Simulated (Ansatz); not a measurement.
TiSe₂ (CdI2-type structure)

**What was measured.** “Effect of Cu intercalation and pressure on excitonic interaction in 1T-TiSe2”, 2019, arxiv:1902.02046 reports, for a bulk crystal of TiSe2 at 300 K: lattice constant a 3.5395 ± 0.0003 Å; lattice constant c 6.0082 ± 0.0004 Å.

The results are compared with them further down.

Level of theory: DFT, PBEsol, scalar-relativistic, no spin polarisation; plane waves to 420 eV with PAW datasets (Ansatz 0.2.0), Γ-centred 10×10×6 mesh, 0.05 eV Gaussian smearing; PAW files: Ansatz's generated set soft_2.

```
Ti Se
1.0
     3.47748    0.00000    0.00000
    -1.73874    3.01158    0.00000
     0.00000    0.00000    5.93500
Ti Se
1 2
Direct
  0.00000 0.00000 0.00000
  0.33333 0.66667 0.26003
  0.66667 0.33333 0.73997
```

The compound is reported in the structure type of the start.

The cell above was scaled in volume, and shape and atoms were relaxed at each volume within its symmetry. Energies are counted from the cell above.

| V (Å³/atom) | ΔE (meV/atom) | P (GPa) |
| --- | --- | --- |
| 19.89 | 4.1 | 1.66 |
| 20.30 | 1.0 | 0.74 |
| 20.72 | 0.0 | 0.02 |
| 21.13 | 0.7 | -0.58 |
| 21.55 | 2.8 | -1.01 |

Problem. Can a bulk modulus be trusted from these points?

Solution. No. The energies are smooth (scatter 0.00 meV/atom), but the fit's B0′ of 11.9 is out of the usual range: the curve is too flat or too lopsided over this range, as for soft or weakly bound crystals, and a third-order form can't fix it.

**Against experiment.** A measured lattice constant a of TiSe2 is 3.5395 Å (300 K; “Effect of Cu intercalation and pressure on excitonic interaction in 1T-TiSe2”, 2019, arxiv:1902.02046); the calculated 3.477 Å misses it by -1.8 %. Measured lattice constant c of TiSe2: 6.0082 Å (300 K; “Effect of Cu intercalation and pressure on excitonic interaction in 1T-TiSe2”, 2019, arxiv:1902.02046). This calculation gives 5.935 Å (-1.2 %). 2 values of this kind are on record (6.0082 to 6.011 Å); this one was drawn at random, those with a stated uncertainty first. The calculation is for a static lattice, without zero-point motion or thermal expansion, which are too small to cover a miss of this size.

The structure is layered, and this functional has no dispersion term, so the layers' spacing is poorly fixed, often too long, and so is what hangs on it. The run is a metal.
